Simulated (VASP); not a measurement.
# MgS (Imm2) in VASP: notebook

The runs below take MgS through single point, with LDA.

All numbers are computed with VASP 6.6.1; they aren't measurements. Logs are shortened: lines on timing, memory, paths and dates and some standing lists are left out, and cuts for length are marked.

## Step 1: The structure

It takes space group Imm2 (No. 44, orthorhombic). The conventional cell has a = 3.819 Å, b = 4.102 Å, c = 5.401 Å, α = 90.00°, β = 90.00°, γ = 90.00°. Mg (site symmetry mm2) is surrounded by 4 S at 2.39 to 2.41 Å. S (site symmetry mm2) is surrounded by 4 Mg at 2.39 to 2.41 Å.

The cell was built by a generator and needn't be a form met in nature.

## Step 2: Single point, LDA

The input, INCAR:

```
SYSTEM = MgS
PREC = Accurate ; ENCUT = 520
EDIFF = 1E-6 ; ISMEAR = 0
SIGMA = 0.02 ; LREAL = .False.
LASPH = .True. ; NELM = 100
ALGO = Normal ; ISIF = 2
LWAVE = .False. ; LCHARG = .False.
GGA = CA ; NBANDS = 16
```

The input, KPOINTS:

```
regular mesh
0
Gamma
  6 4 6
  0 0 0
```

The input, POSCAR:

```
MgS
1.0
    3.8194131438      0.0000000000      0.0000000000
    0.0000000000      5.4014658538      0.0000000000
    0.0000000000      0.0000000000      4.1015299743
Mg S
2 2
Direct
    0.0000000000     -0.0080881402      0.0000000000
    0.5000000000      0.4919118598      0.5000000000
    0.5000000000      0.2580881402      0.0000000000
    0.0000000000      0.7580881402      0.5000000000
```

Potentials or basis: VASP PAW LDA potentials, release 64 (Mg, S).

Command:

```console
$ cat potpaw_LDA.64/Mg/POTCAR potpaw_LDA.64/S/POTCAR > POTCAR
$ mpirun -np 1 vasp_std > vasp.out
```

OUTCAR:

```text
SYSTEM = MgS
   PREC = Accurate
   ENCUT = 520
   EDIFF = 1E-6
   ISMEAR = 0
   LREAL = .False.
   LASPH = .True.
   NELM = 100
   ISIF = 2
   GGA = CA

 ion  position               nearest neighbor table
   1  0.000  0.992  0.000-   3 2.39   3 2.39   4 2.41   4 2.41
   2  0.500  0.492  0.500-   4 2.39   4 2.39   3 2.41   3 2.41
   3  0.500  0.258  0.000-   1 2.39   1 2.39   2 2.41   2 2.41
   4  0.000  0.758  0.500-   2 2.39   2 2.39   1 2.41   1 2.41

  LATTYP: Found a simple orthorhombic cell.
 ALAT       =     3.8194131438
 B/A-ratio  =     1.0738639209
 C/A-ratio  =     1.4142135586

  Lattice vectors:

 A1 = (  -3.8194131438,   0.0000000000,   0.0000000000)
 A2 = (   0.0000000000,   0.0000000000,   4.1015299743)
 A3 = (   0.0000000000,   5.4014658538,   0.0000000000)

Analysis of symmetry for initial positions (statically):
=====================================================================
 Subroutine PRICEL returns following result:

  LATTYP: Found a body centered orthorhombic cell.
 ALAT       =     3.8194131438
 B/A-ratio  =     1.0738639209
 C/A-ratio  =     1.4142135586

  Lattice vectors:

 A1 = (   1.9097065719,   2.7007329269,   2.0507649871)
 A2 = (  -1.9097065719,   2.7007329269,  -2.0507649871)
 A3 = (  -1.9097065719,  -2.7007329269,   2.0507649872)

   2 primitive cells build up your supercell.

 Routine SETGRP: Setting up the symmetry group for a
 simple orthorhombic supercell.

 Subroutine GETGRP returns: Found  4 space group operations
 (whereof  4 operations were pure point group operations)
 out of a pool of  8 trial point group operations.

The static configuration has the point symmetry C_2v.

Analysis of symmetry for dynamics (positions and initial velocities):
=====================================================================
 Subroutine PRICEL returns following result:

  LATTYP: Found a body centered orthorhombic cell.
 ALAT       =     3.8194131438
 B/A-ratio  =     1.0738639209
 C/A-ratio  =     1.4142135586

  Lattice vectors:

 A1 = (   1.9097065719,   2.7007329269,   2.0507649871)
 A2 = (  -1.9097065719,   2.7007329269,  -2.0507649871)
 A3 = (  -1.9097065719,  -2.7007329269,   2.0507649872)

   2 primitive cells build up your supercell.

 Routine SETGRP: Setting up the symmetry group for a
 simple orthorhombic supercell.

 Subroutine GETGRP returns: Found  4 space group operations
[... 102 lines left out ...]
   NELM   =    100;   NELMIN=  2; NELMDL= -5     # of ELM steps
   EDIFF  = 0.1E-05   stopping-criterion for ELM
   LREAL  =      F    real-space projection
   EDIFFG = 0.1E-04   stopping-criterion for IOM
   NSW    =      0    number of steps for IOM
   IBRION =     -1    ionic relax: 0-MD 1-quasi-New 2-CG
   NFREE  =      0    steps in history (QN), initial steepest desc. (CG)
   ISIF   =      2    stress and relaxation
   ISYM   =      2    0-nonsym 1-usesym 2-fastsym
   POTIM  = 0.5000    time-step for ionic-motion
   TEBEG  =    0.0;   TEEND  =   0.0 temperature during run
   PSTRESS=    0.0 pullay stress
   NELECT =      16.0000    total number of electrons
   NUPDOWN=      -1.0000    fix difference up-down
   EMIN   =  10.00;   EMAX   =-10.00  energy-range for DOS
   EFERMI =   0.00;   METHOD = LEGACY
   ISMEAR =     0;   SIGMA  =   0.02  broadening in eV -4-tet -1-fermi 0-gaus
   EFERMI_NEDOS =   21; number of points for ismear=-14 and -15
   IALGO  =     38    algorithm
   IMIX   =      4    mixing-type and parameters
     AMIX     =   0.40;   BMIX     =  1.00
     AMIX_MAG =   1.60;   BMIX_MAG =  1.00
  volume/ion in A,a.u.               =      21.15       142.75
  Fermi-wavevector in a.u.,A,eV,Ry     =   0.939644  1.775670 12.013009  0.882931
  Thomas-Fermi vector in A             =   2.066977
   LORBIT       =      0    0 simple, 1 ext, 2 COOP (PROOUT), +10 PAW based schemes
   GGA     = CA    functional components
   LHFCALC =     F    Hartree Fock is set to
   AEXX    =    0.0000 exact exchange contribution
   IVDW    =     0    specifies the selected vdW correction
   LEPSILON=     F    determine dielectric tensor
   LRPA    =     F    only Hartree local field effects (RPA)
 non-spin polarized calculation
 Gauss-broadening in eV      SIGMA  =   0.02
  energy-cutoff  :      520.00
  volume of cell :       84.62
 maximum number of plane-waves:      2304
   NGX = 15   NGY = 21   NGZ = 15

 number of electron      15.9999999 magnetization

 Free energy of the ion-electron system (eV)
  ---------------------------------------------------
  ext. energy  EPLUGINS =         0.00000000
  ---------------------------------------------------
  free energy    TOTEN  =       -18.73495038 eV

  energy without entropy =      -18.73495038  energy(sigma->0) =      -18.73495038

 E-fermi :   1.7138     XC(G=0):  -9.0340

 val. band max:        1.5814137221   @ k =   0.0000   0.0000   0.0000
 cond. band min:       4.7998391413   @ k =   0.0000   0.0000   0.0000
 fundamental gap:      3.2184254192
 Fermi energy:         1.7137567339

 k-point     1 :       0.0000    0.0000    0.0000
  band No.  band energies     occupation
      1     -10.1151      2.00000
      2      -8.9943      2.00000
      3      -1.6066      2.00000
      4      -0.2116      2.00000
      5       0.4556      2.00000
      6       1.1372      2.00000
[... 433 lines left out ...]
      3      -1.8588      2.00000
      4      -1.8588      2.00000
      5       0.2418      2.00000
      6       0.2418      2.00000
[... 8 lines left out ...]
     15      10.4487      0.00000
     16      10.4487      0.00000

 [... further k-points ...]

------------------------ aborting loop because EDIFF is reached ----------------------------------------

  FORCE on cell =-STRESS in cart. coord.  units (eV):
  Direction    XX          YY          ZZ          XY          YZ          ZX
  --------------------------------------------------------------------------------------
  -------------------------------------------------------------------------------------
  Total        1.8034376      0.9618183     -0.1776301      0.0000000      0.0000000      0.0000000
  in kB       34.1473924     18.2116565     -3.3633569      0.0000000      0.0000000      0.0000000
  external PRESSURE =      16.3318974 kB  Pullay stress =       0.0000000 kB

 VOLUME and BASIS-vectors are now :
 -----------------------------------------------------------------------------
  energy-cutoff  :      520.00
  volume of cell :       84.62
      direct lattice vectors                 reciprocal lattice vectors
     3.819413144  0.000000000  0.000000000     0.261820327  0.000000000  0.000000000
     0.000000000  5.401465854  0.000000000     0.000000000  0.185134929  0.000000000
     0.000000000  0.000000000  4.101529974     0.000000000  0.000000000  0.243811457

 POSITION                                       TOTAL-FORCE (eV/Angst)
 -----------------------------------------------------------------------------------
      0.00000      5.35778      0.00000        -0.000000     -0.003178      0.000000
      1.90971      2.65705      2.05076         0.000000     -0.003178      0.000000
      1.90971      1.39405      0.00000        -0.000000      0.003178     -0.000000
      0.00000      4.09479      2.05076        -0.000000      0.003178     -0.000000
 -----------------------------------------------------------------------------------
    total drift:                               -0.000000     -0.000169      0.000001

  FREE ENERGIE OF THE ION-ELECTRON SYSTEM (eV)
  ---------------------------------------------------
  free  energy   TOTEN  =       -18.7349503784 eV

  energy  without entropy=      -18.7349503784  energy(sigma->0) =      -18.73495038
```

OSZICAR:

```text
N       E                     dE             d eps       ncg     rms          rms(c)
DAV:   1     0.604748984939E+02    0.60475E+02   -0.61202E+03  1536   0.807E+02
DAV:   2    -0.142147879055E+02   -0.74690E+02   -0.68125E+02  2216   0.140E+02
DAV:   3    -0.198009060289E+02   -0.55861E+01   -0.55659E+01  2088   0.413E+01
DAV:   4    -0.198643344697E+02   -0.63428E-01   -0.63420E-01  1912   0.537E+00
DAV:   5    -0.198654671608E+02   -0.11327E-02   -0.11327E-02  2040   0.729E-01    0.601E+00
DAV:   6    -0.188550220015E+02    0.10104E+01   -0.14805E+00  1648   0.561E+00    0.452E+00
DAV:   7    -0.187447361699E+02    0.11029E+00   -0.34090E-01  1928   0.273E+00    0.319E+00
DAV:   8    -0.187382962846E+02    0.64399E-02   -0.36122E-02  1728   0.104E+00    0.188E+00
DAV:   9    -0.187349018361E+02    0.33944E-02   -0.62449E-03  1872   0.433E-01    0.354E-01
DAV:  10    -0.187349408387E+02   -0.39003E-04   -0.31278E-04  1984   0.862E-02    0.119E-01
DAV:  11    -0.187349507449E+02   -0.99062E-05   -0.36727E-05  1896   0.309E-02    0.398E-02
DAV:  12    -0.187349503784E+02    0.36648E-06   -0.36786E-06  1768   0.103E-02
   1 F= -.18734950E+02 E0= -.18734950E+02  d E =-.754707E-23
```

stdout:

```text
POSCAR found type information on POSCAR MgS
 POSCAR found :  2 types and       4 ions
 scaLAPACK will be used
 LDA part: xc-table for (Slater(with rela. corr.)+CA(PZ))
 , standard interpolation
 POSCAR, INCAR and KPOINTS ok, starting setup
 FFT: planning ... GRIDC
 FFT: planning ... GRID_SOFT
 FFT: planning ... GRID
 WAVECAR not read
 entering main loop
```

Run time: 39 s. Hardware: 1 thread of Intel Xeon Platinum 8488C (Sapphire Rapids), shared host; peak memory 0.19 GiB.

What came out:

```yaml
Free_energy: -18.7350 eV
Pressure: 1.6 GPa
Largest_force: 0.003 eV/Å
Band_gap_on_the_k_mesh: 3.22 eV
```

Forces on the atoms (eV/Å):
```
Mg   0.000 -0.003  0.000
Mg   0.000 -0.003  0.000
S    0.000  0.003  0.000
S    0.000  0.003  0.000
```

A k mesh can miss the band edges.

## Step 3: Single point, LDA

This run uses another cell than the first one, of 20.98 Å³/atom, 0.992 times its volume.

The input, INCAR:

```
ALGO = Normal
EDIFF = 1E-6
ENCUT = 520
ISIF = 2
ISMEAR = 0
LASPH = T
LCHARG = T
LELF = T
LREAL = F
LVHAR = T
LWAVE = F
NBANDS = 16
NELM = 100
PREC = Accurate
SIGMA = 0.02
```

The input, KPOINTS:

```
k-points
0
Gamma
  6 4 6
```

The input, POSCAR:

```
MgS
1.0
    3.8194131438      0.0000000000      0.0000000000
    0.0000000000      5.4014658538      0.0000000000
    0.0000000000      0.0000000000      4.0678174648
Mg S
2 2
Direct
    0.0000000000      0.0000000000      0.0000000000
    0.5000000000      0.5000000000      0.4999970000
    0.5000000000      0.2500000000      0.0000000000
    0.0000000000      0.7500000000      0.4999970000
```

Potentials or basis: VASP PAW LDA potentials, release 64 (Mg, S).

Command:

```console
$ cat potpaw_LDA.64/Mg/POTCAR potpaw_LDA.64/S/POTCAR > POTCAR
$ mpirun -np 1 vasp_std > vasp.out
```

Run time: 34 s. Hardware: 1 thread of Intel Xeon Platinum 8488C (Sapphire Rapids), shared host; peak memory 0.19 GiB.

It converged, with:

| Item | Value |
| --- | --- |
| Free energy | -18.6936 eV |
| Pressure | 2.7 GPa |
| Largest force | 0.521 eV/Å |
| Band gap on the k mesh | 3.40 eV |

Forces on the atoms (eV/Å):
```
Mg   0.000 -0.521  0.000
Mg   0.000 -0.521  0.000
S    0.000  0.521  0.000
S    0.000  0.521  0.000
```

Stress tensor (GPa, compression positive):
```
 6.67  0.00  0.00
 0.00  3.00  0.00
 0.00  0.00 -1.47
```

Levels at points of the mesh, in eV from the valence-band top:
```tsv
k point	band 6	band 7	band 8	band 9	band 10	band 11
(0.00, 0.00, 0.00)	-0.20	-0.04	0.00	3.40	3.47	5.36
(0.50, 0.00, 0.00)	-1.53	-0.65	-0.65	5.99	5.99	6.73
(0.00, 0.50, 0.00)	-0.96	-0.61	-0.61	5.08	5.08	6.40
(0.50, 0.50, 0.00)	-0.61	-0.43	-0.43	4.89	4.89	6.96
(0.00, 0.00, 0.50)	-1.65	-0.43	-0.43	6.25	6.25	6.98
(0.50, 0.00, 0.50)	-1.19	-1.16	-1.16	3.53	3.53	5.53
(0.00, 0.50, 0.50)	-0.40	-0.30	-0.30	5.22	5.22	7.56
(0.50, 0.50, 0.50)	-2.14	-1.60	-1.60	5.46	5.46	8.11
```

A k mesh can miss the band edges. LDA gaps usually lie below the measured ones, often by a third to a half.

(Part 1 of 2 ends here.)
